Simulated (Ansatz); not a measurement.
Mg (bcc): energy against volume

Method: Ansatz, DFT, PBE, plane waves (420 eV) with PAW, scalar-relativistic.

The cell is scaled uniformly from the relaxed one, with fractional coordinates and shape fixed. Energies are extrapolated to zero smearing, pressures are those at the given smearing. Magnetic state: spin not included.

A Birch-Murnaghan fit gives V₀ = 22.92 Å³/atom, B₀ = 35 GPa, B₀′ = 4.1.

(1) What are the energy above the minimum and the pressure at 22.011 Å³/atom?

(2) What are the energy above the minimum and the pressure at 23.845 Å³/atom?

(3) What are the energy above the minimum and the pressure at 24.762 Å³/atom?

Results:

(1) 4.3 meV/atom and 1.59 GPa as computed.

(2) 3.9 meV/atom and -1.26 GPa as computed.

(3) 14.4 meV/atom and -2.30 GPa as computed.
